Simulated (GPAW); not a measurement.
# MgO (Fm-3m) in GPAW: notebook

Aim: see how the results for MgO move with the level of theory and the settings. Levels: BLYP, PBE. Tasks: relaxation of cell and atoms, single point.

Program: GPAW 26.7.0. These are calculated values, not measurements. Logs are shortened: lines on timing, memory, paths and dates and some standing lists are left out, and cuts for length are marked. The log counts tension as positive stress, the text compression.

**What was measured.**

“Electronic structure of alkaline earth and post-transition metal oxides”, 2009, arxiv:0908.1581 quotes, for a bulk crystal of MgO: band gap 7.83 eV.

How close the calculation comes is told below.

### Step 1. The structure

The structure is cubic, space group Fm-3m (No. 225). Conventional cell: a = 4.194 Å, b = 4.194 Å, c = 4.194 Å, α = 90.00°, β = 90.00°, γ = 90.00°. Around Mg (site symmetry m-3m) lie 6 O at 2.10 Å. O (site symmetry m-3m) is surrounded by 6 Mg at 2.10 Å.

The cell is a database's computed one.

### Step 2. Relaxation of cell and atoms, BLYP

File run.py:

```python
from ase.filters import FrechetCellFilter
from ase.io import read, write
from ase.optimize import LBFGS
from gpaw import GPAW, PW, setup_paths

setup_paths.insert(0, '.')

atoms = read('POSCAR')

calc = GPAW(mode=PW(800),
            xc='BLYP',
            kpts={'size': (11, 11, 11), 'gamma': True},
            occupations={'name': 'fermi-dirac', 'width': 0.05},
            nbands=16,
            convergence={'density': 1e-05, 'forces': 0.0001},
            eigensolver='davidson',
            maxiter=150,
            txt='gpaw.txt')
atoms.calc = calc
opt = LBFGS(FrechetCellFilter(atoms), trajectory='relax.traj', logfile='-')
done = opt.run(fmax=0.01, steps=60)
calc.write('gs.gpw')
write('result.traj', atoms)
print('Converged:', done)
print('Cell:', atoms.cell.cellpar().round(4))
print('Volume:', round(atoms.get_volume(), 4))
print(atoms.get_scaled_positions().round(5))
```

File POSCAR:

```
MgO
1.0
    0.0000000000      2.0970013927      2.0970013927
    2.0970013927      0.0000000000      2.0970013927
    2.0970013927      2.0970013927      0.0000000000
Mg O
1 1
Direct
    0.0000000000      0.0000000000      0.0000000000
    0.5000000000      0.5000000000      0.5000000000
```

Potentials or basis: PAW data sets generated in the run's folder for this functional, pw.

On the command line:

```console
$ gpaw-setup -f BLYP Mg O
$ OMP_NUM_THREADS=1 python run.py
```

gpaw.txt:

```text
__  _  _
 | _ |_)|_||  |
 |__||  | ||/\| - 26.7.0

Input parameters:
  mode=PW(ecut=800.0),
  convergence={'density': 1e-05, 'forces': 0.0001},
  eigensolver=Davidson(niter=2),
  kpts=MonkhorstPack(size=(11, 11, 11), gamma=True),
  maxiter=150,
  nbands=16,
  occupations=Occupations(name='fermi-dirac', width=0.05),
  xc=XC(name='BLYP')

Diagonalizing LCAO Hamiltonian
Converting LCAO to pw mode

              O

       Mg

Atoms  # Å, Bohr magnetons
|   | symbol |        x |        y |        z |    initial magnetic moments |
|---|--------|----------|----------|----------|-----------------------------|
| 0 |     Mg | 0.000000 | 0.000000 | 0.000000 | ( 0.0000,  0.0000,  0.0000) |
| 1 |      O | 2.097001 | 2.097001 | 2.097001 | ( 0.0000,  0.0000,  0.0000) |

Unit cell  # Å
| periodic |        x |        y |        z |  lengths |    angles |
|----------|----------|----------|----------|----------|-----------|
|      yes | 0.000000 | 2.097001 | 2.097001 | 2.965608 | 60.000000 |
|      yes | 2.097001 | 0.000000 | 2.097001 | 2.965608 | 60.000000 |
|      yes | 2.097001 | 2.097001 | 0.000000 | 2.965608 | 60.000000 |

Number of symmetries: 48
Symmetry operations  # r_c * U_cc + t_c -> r_c
|    | kind |            matrix            |
|----|------|------------------------------|
|  0 |  σ   |  1, 0, 0,  1, 0,-1,  1,-1, 0 |
|  1 |  C2  |  1, 0, 0,  1,-1, 0,  1, 0,-1 |
|  2 |  E   |  1, 0, 0,  0, 1, 0,  0, 0, 1 |
|  3 |  σ   |  1, 0, 0,  0, 0, 1,  0, 1, 0 |
|  4 |  C4  |  1, 0,-1,  1, 0, 0,  1,-1, 0 |
|  5 |  S6  |  1, 0,-1,  1,-1, 0,  1, 0, 0 |
|  6 |  σ   |  1, 0,-1,  0, 1,-1,  0, 0,-1 |
|  7 |  C3  |  1, 0,-1,  0, 0,-1,  0, 1,-1 |
|  8 |  S6  |  1,-1, 0,  1, 0, 0,  1, 0,-1 |
|  9 |  C4  |  1,-1, 0,  1, 0,-1,  1, 0, 0 |
| 10 |  C3  |  1,-1, 0,  0,-1, 1,  0,-1, 0 |
| 11 |  σ   |  1,-1, 0,  0,-1, 0,  0,-1, 1 |
| 12 |  σ   |  0, 1, 0,  1, 0, 0,  0, 0, 1 |
| 13 |  C4  |  0, 1, 0,  0, 1,-1, -1, 1, 0 |
| 14 |  C3  |  0, 1, 0,  0, 0, 1,  1, 0, 0 |
| 15 |  S6  |  0, 1, 0, -1, 1, 0,  0, 1,-1 |
[... 154 lines left out ...]
xc functional:
  name: BLYP with 2 nearest neighbor stencil

convergence criteria:
- Maximum integral of absolute [dens]ity change: 1e-05 electrons / valence electron
- Maximum change in the atomic [forces] across last 2 cycles: 0.0001 eV/Ang OR
Maximum error relative to the maximum force is below inf
- Maximum [total energy] change in last 3 cyles: 0.0005 eV / valence electron
- Maximum integral of absolute [eigenst]ate change: 4e-08 eV^2 / valence electron
maximum number of iterations: 150

SCF iterations
|iter     | |      energy | eigst |  dens |force |
|---------|-|-------------|-------|-------|------|
|iter:   1| |  -13.219211 | +0.10 |       |      |
|iter:   2| |  -12.787828 | -1.23 | -0.95 |      |
|iter:   3| |  -11.591488 | -1.45 | -1.00 |      |
|iter:   4| |  -11.594450 | -2.91 | -1.55 |      |
|iter:   5| |  -11.598167c| -3.44 | -1.81 |      |
|iter:   6| |  -11.598214c| -4.72 | -3.04 |      |
|iter:   7| |  -11.598238c| -5.53 | -3.36 |      |
|iter:   8| |  -11.598238c| -7.30 | -4.61 |      |
|iter:   9| |  -11.598238c| -8.55c| -5.08c|      |
|iter:  10| |  -11.598238c| -9.76c| -5.72c|-23.14c|

Converged in 10 steps
Energy contributions relative to reference atoms: (reference = -7496.396199)

Energy contributions:
  Kinetic:          14.711781
  Coulomb:         -12.120728
  Zero:              0.089844
  External:          0.000000
  Xc:              -14.279135
  Entropy:          -0.000000
  Spinorbit:         0.000000
  ----------------------------
  Free energy:     -11.598238
  Extrapolated:    -11.598238

dipole moment: (-6.038983, -6.038983, -6.038983)  # |e|*Ang

Fermi level: 6.250
Eigenvalues  # (at kpt = [0.000, 0.000, 0.000])
| band index |      eig [eV] | occ [0-2] |
|------------|---------------|-----------|
|          0 |       -67.183 |     2.000 |
|          1 |       -34.113 |     2.000 |
|          2 |       -34.113 |     2.000 |
|          3 |       -34.113 |     2.000 |
|          4 |       -11.866 |     2.000 |
|          5 |         5.318 |     2.000 |
[... 11 lines left out ...]
Gap: 5.175 eV
Transition (v -> c):
  (s=0, k=0, n=7, [0.00, 0.00, 0.00]) -> (s=0, k=0, n=8, [0.00, 0.00, 0.00])
No difference between direct/indirect transitions

Stress tensor  # eV/Ang^3
|         x |         y |         z |
|-----------|-----------|-----------|
| -0.053941 |  0.000000 |  0.000000 |
|  0.000000 | -0.053941 | -0.000000 |
|  0.000000 | -0.000000 | -0.053941 |

Forces  # eV/Ang
|       x |        y |        z |
|---------|----------|----------|
| 0.00000 | -0.00000 | -0.00000 |  # Mg   0
| 0.00000 |  0.00000 |  0.00000 |  # O    1

Interpolating wave functions to new cell

              O

       Mg

Atoms  # Å, Bohr magnetons
|   | symbol |        x |         y |         z |    initial magnetic moments |
|---|--------|----------|-----------|-----------|-----------------------------|
| 0 |     Mg | 0.000000 | -0.000000 | -0.000000 | ( 0.0000,  0.0000,  0.0000) |
| 1 |      O | 2.104465 |  2.104465 |  2.104465 | ( 0.0000,  0.0000,  0.0000) |

Unit cell  # Å
| periodic |        x |        y |        z |  lengths |    angles |
|----------|----------|----------|----------|----------|-----------|
|      yes | 0.000000 | 2.104465 | 2.104465 | 2.976163 | 60.000000 |
|      yes | 2.104465 | 0.000000 | 2.104465 | 2.976163 | 60.000000 |
|      yes | 2.104465 | 2.104465 | 0.000000 | 2.976163 | 60.000000 |
[... 236 lines left out ...]
Gap: 5.068 eV
Transition (v -> c):
  (s=0, k=0, n=7, [0.00, 0.00, 0.00]) -> (s=0, k=0, n=8, [0.00, 0.00, 0.00])
No difference between direct/indirect transitions

Stress tensor  # eV/Ang^3
|         x |         y |         z |
|-----------|-----------|-----------|
| -0.042161 |  0.000000 |  0.000000 |
|  0.000000 | -0.042161 |  0.000000 |
|  0.000000 |  0.000000 | -0.042161 |

Forces  # eV/Ang
|       x |       y |        z |
|---------|---------|----------|
| 0.00000 | 0.00000 |  0.00000 |  # Mg   0
| 0.00000 | 0.00000 | -0.00000 |  # O    1

Interpolating wave functions to new cell

              O

       Mg

Atoms  # Å, Bohr magnetons
|   | symbol |        x |         y |         z |    initial magnetic moments |
|---|--------|----------|-----------|-----------|-----------------------------|
| 0 |     Mg | 0.000000 | -0.000000 | -0.000000 | ( 0.0000,  0.0000,  0.0000) |
| 1 |      O | 2.132778 |  2.132778 |  2.132778 | ( 0.0000,  0.0000,  0.0000) |

Unit cell  # Å
| periodic |        x |         y |         z |  lengths |    angles |
|----------|----------|-----------|-----------|----------|-----------|
|      yes | 0.000000 |  2.132778 |  2.132778 | 3.016204 | 60.000000 |
|      yes | 2.132778 | -0.000000 |  2.132778 | 3.016204 | 60.000000 |
|      yes | 2.132778 |  2.132778 | -0.000000 | 3.016204 | 60.000000 |

Number of symmetries: 48
Symmetry operations  # r_c * U_cc + t_c -> r_c
|    | kind |            matrix            |
|----|------|------------------------------|
|  0 |  σ   |  1, 0, 0,  1, 0,-1,  1,-1, 0 |
|  1 |  C2  |  1, 0, 0,  1,-1, 0,  1, 0,-1 |
|  2 |  E   |  1, 0, 0,  0, 1, 0,  0, 0, 1 |
|  3 |  σ   |  1, 0, 0,  0, 0, 1,  0, 1, 0 |
|  4 |  C4  |  1, 0,-1,  1, 0, 0,  1,-1, 0 |
|  5 |  S6  |  1, 0,-1,  1,-1, 0,  1, 0, 0 |
|  6 |  σ   |  1, 0,-1,  0, 1,-1,  0, 0,-1 |
|  7 |  C3  |  1, 0,-1,  0, 0,-1,  0, 1,-1 |
|  8 |  S6  |  1,-1, 0,  1, 0, 0,  1, 0,-1 |
|  9 |  C4  |  1,-1, 0,  1, 0,-1,  1, 0, 0 |
| 10 |  C3  |  1,-1, 0,  0,-1, 1,  0,-1, 0 |
| 11 |  σ   |  1,-1, 0,  0,-1, 0,  0,-1, 1 |
| 12 |  σ   |  0, 1, 0,  1, 0, 0,  0, 0, 1 |
| 13 |  C4  |  0, 1, 0,  0, 1,-1, -1, 1, 0 |
| 14 |  C3  |  0, 1, 0,  0, 0, 1,  1, 0, 0 |
| 15 |  S6  |  0, 1, 0, -1, 1, 0,  0, 1,-1 |
| 16 |  C2  |  0, 1,-1,  1, 0,-1,  0, 0,-1 |
| 17 |  σ   |  0, 1,-1,  0, 1, 0, -1, 1, 0 |
| 18 |  S4  |  0, 1,-1,  0, 0,-1,  1, 0,-1 |
| 19 |  C4  |  0, 1,-1, -1, 1, 0,  0, 1, 0 |
| 20 |  C3  |  0, 0, 1,  1, 0, 0,  0, 1, 0 |
| 21 |  σ   |  0, 0, 1,  0, 1, 0,  1, 0, 0 |
[... 210 lines left out ...]
Gap: 4.678 eV
Transition (v -> c):
  (s=0, k=0, n=7, [0.00, 0.00, 0.00]) -> (s=0, k=0, n=8, [0.00, 0.00, 0.00])
No difference between direct/indirect transitions

Stress tensor  # eV/Ang^3
|         x |         y |         z |
|-----------|-----------|-----------|
| -0.002081 |  0.000000 |  0.000000 |
|  0.000000 | -0.002081 | -0.000000 |
|  0.000000 | -0.000000 | -0.002081 |

Forces  # eV/Ang
|        x |       y |        z |
|----------|---------|----------|
|  0.00000 | 0.00000 | -0.00000 |  # Mg   0
| -0.00000 | 0.00000 | -0.00000 |  # O    1

Interpolating wave functions to new cell

              O

       Mg

Atoms  # Å, Bohr magnetons
|   | symbol |        x |         y |         z |    initial magnetic moments |
|---|--------|----------|-----------|-----------|-----------------------------|
| 0 |     Mg | 0.000000 | -0.000000 | -0.000000 | ( 0.0000,  0.0000,  0.0000) |
| 1 |      O | 2.134323 |  2.134323 |  2.134323 | ( 0.0000,  0.0000,  0.0000) |

Unit cell  # Å
| periodic |        x |        y |        z |  lengths |    angles |
|----------|----------|----------|----------|----------|-----------|
|      yes | 0.000000 | 2.134323 | 2.134323 | 3.018388 | 60.000000 |
|      yes | 2.134323 | 0.000000 | 2.134323 | 3.018388 | 60.000000 |
|      yes | 2.134323 | 2.134323 | 0.000000 | 3.018388 | 60.000000 |
[... 236 lines left out ...]
Gap: 4.657 eV
Transition (v -> c):
  (s=0, k=0, n=7, [0.00, 0.00, 0.00]) -> (s=0, k=0, n=8, [0.00, 0.00, 0.00])
No difference between direct/indirect transitions

Stress tensor  # eV/Ang^3
|         x |         y |         z |
|-----------|-----------|-----------|
| -0.000086 | -0.000000 | -0.000000 |
| -0.000000 | -0.000086 | -0.000000 |
| -0.000000 | -0.000000 | -0.000086 |

Forces  # eV/Ang
|       x |       y |        z |
|---------|---------|----------|
| 0.00000 | 0.00000 |  0.00000 |  # Mg   0
| 0.00000 | 0.00000 | -0.00000 |  # O    1

# Writing to gs.gpw (mode='')
```

Wall time 22 s (1 thread of Intel Xeon 6975P-C (Granite Rapids), shared host); peak memory 0.22 GiB.

Results:

```yaml
Free_energy: -11.6252 eV
Relaxed_volume: 9.72 Å³/atom
Relaxed_cell: a = 3.018 Å, b = 3.018 Å, c = 3.018 Å, α = 60.00°, β = 60.00°, γ = 60.00°
Space_group_after_relaxing_to_0.05_Å: Fm-3m (No. 225)
Energy_gained_by_relaxing: 13.5 meV/atom
Ionic_steps: 4
Pressure_after_relaxing: 0.0 GPa
Band_gap_on_the_k_mesh: 4.66 eV, direct
```

Step by step:
```tsv
step	energy change (eV)	largest force (eV/Å)	pressure (GPa)	volume (Å³)
1	0.0000	0.0000	8.64	18.44
2	-0.0097	0.0000	6.75	18.64
3	-0.0269	0.0000	0.33	19.40
4	-0.0270	0.0000	0.01	19.45
```

Final structure:
```xyz
2
Lattice="0.0000 2.1343 2.1343 2.1343 0.0000 2.1343 2.1343 2.1343 0.0000" Properties=species:S:1:pos:R:3 pbc="T T T"
Mg    0.0000    0.0000    0.0000
O     2.1343    2.1343    2.1343
```

Caveat: later steps reuse the first step's grids.

### Step 3. Single point, PBE

File run.py:

```python
from ase import Atoms
from ase.dft.bandgap import bandgap
from ase.io import write
from ase.units import GPa
from gpaw import GPAW, PW

atoms = Atoms(['Mg', 'O'],
              cell=[[0.0, 2.0970013927, 2.0970013927],
                    [2.0970013927, 0.0, 2.0970013927],
                    [2.0970013927, 2.0970013927, 0.0]],
              scaled_positions=[[0.0, 0.0, 0.0],
                                [0.5, 0.5, 0.5]],
              pbc=True)

calc = GPAW(mode=PW(800),
            xc='PBE',
            kpts={'size': (11, 11, 11), 'gamma': True},
            occupations={'name': 'methfessel-paxton', 'order': 0, 'width': 0.012},
            nbands=16,
            convergence={'density': 1e-05, 'energy': 1e-05},
            maxiter=150,
            txt='gpaw.txt')
atoms.calc = calc
energy = atoms.get_potential_energy()
forces = atoms.get_forces()
stress = atoms.get_stress()
calc.write('gs.gpw')
write('result.traj', atoms)
print(f'Energy: {energy:.6f} eV')
print('Forces (eV/A):')
print(forces.round(4))
print('Stress (GPa):', (stress / GPa).round(3))
print('Fermi level:', round(calc.get_fermi_level(), 4), 'eV')
print(f'Gap: {bandgap(calc)[0]:.4f} eV, direct: {bandgap(calc, direct=True)[0]:.4f} eV')
```

Potentials or basis: GPAW PAW data sets (gpaw-data 1.2.1), pw.

On the command line:

```console
$ OMP_NUM_THREADS=1 python run.py
```

gpaw.txt:

```text
__  _  _
 | _ |_)|_||  |
 |__||  | ||/\| - 26.7.0

Input parameters:
  mode=PW(ecut=800.0),
  convergence={'density': 1e-05, 'energy': 1e-05},
  kpts=MonkhorstPack(size=(11, 11, 11), gamma=True),
  maxiter=150,
  nbands=16,
  occupations=Occupations(name='methfessel-paxton', order=0, width=0.012),
  xc=XC(name='PBE')

Diagonalizing LCAO Hamiltonian
Converting LCAO to pw mode

              O

       Mg

Atoms  # Å, Bohr magnetons
|   | symbol |        x |        y |        z |    initial magnetic moments |
|---|--------|----------|----------|----------|-----------------------------|
| 0 |     Mg | 0.000000 | 0.000000 | 0.000000 | ( 0.0000,  0.0000,  0.0000) |
| 1 |      O | 2.097001 | 2.097001 | 2.097001 | ( 0.0000,  0.0000,  0.0000) |

Unit cell  # Å
| periodic |        x |        y |        z |  lengths |    angles |
|----------|----------|----------|----------|----------|-----------|
|      yes | 0.000000 | 2.097001 | 2.097001 | 2.965608 | 60.000000 |
|      yes | 2.097001 | 0.000000 | 2.097001 | 2.965608 | 60.000000 |
[... 199 lines left out ...]
Converged in 9 steps
Energy contributions relative to reference atoms: (reference = -7490.497190)

Energy contributions:
  Kinetic:          13.284714
  Coulomb:         -11.227278
  Zero:              0.191287
  External:          0.000000
  Xc:              -14.444509
  Entropy:           0.000000
  Spinorbit:         0.000000
  ----------------------------
  Free energy:     -12.195785
  Extrapolated:    -12.195785

dipole moment: (-6.014540, -6.014540, -6.014540)  # |e|*Ang

Fermi level: 5.689
Eigenvalues  # (at kpt = [0.000, 0.000, 0.000])
| band index |      eig [eV] | occ [0-2] |
|------------|---------------|-----------|
|          0 |       -67.346 |     2.000 |
|          1 |       -34.089 |     2.000 |
|          2 |       -34.089 |     2.000 |
|          3 |       -34.089 |     2.000 |
|          4 |       -12.274 |     2.000 |
|          5 |         5.010 |     2.000 |
[... 8 lines left out ...]
|         14 |        26.672 |     0.000 |
|         15 |        29.621 |     0.000 |

Gap: 4.895 eV
Transition (v -> c):
  (s=0, k=0, n=7, [0.00, 0.00, 0.00]) -> (s=0, k=0, n=8, [0.00, 0.00, 0.00])
No difference between direct/indirect transitions

Forces  # eV/Ang
|        x |        y |        z |
|----------|----------|----------|
|  0.00000 | -0.00000 |  0.00000 |  # Mg   0
| -0.00000 |  0.00000 | -0.00000 |  # O    1

Stress tensor  # eV/Ang^3
|         x |         y |         z |
|-----------|-----------|-----------|
| -0.043490 |  0.000000 |  0.000000 |
|  0.000000 | -0.043490 |  0.000000 |
|  0.000000 |  0.000000 | -0.043490 |

# Writing to gs.gpw (mode='')
```

stdout:

```text
Energy: -12.195785 eV
Forces (eV/A):
[[ 0. -0.  0.]
 [-0.  0. -0.]]
Stress (GPa): [-6.968 -6.968 -6.968  0.     0.     0.   ]
Fermi level: 5.6888 eV
Gap: 4.8946 eV, direct: 4.8946 eV
```

It took 7.8 s on 1 thread of Intel Xeon 6975P-C (Granite Rapids), shared host; peak memory 0.15 GiB.

What came out:

```
Free energy            : -12.1958 eV
Pressure               : 7.0 GPa
Band gap on the k mesh : 4.89 eV, direct
```

(Part 1 of 2 ends here.)
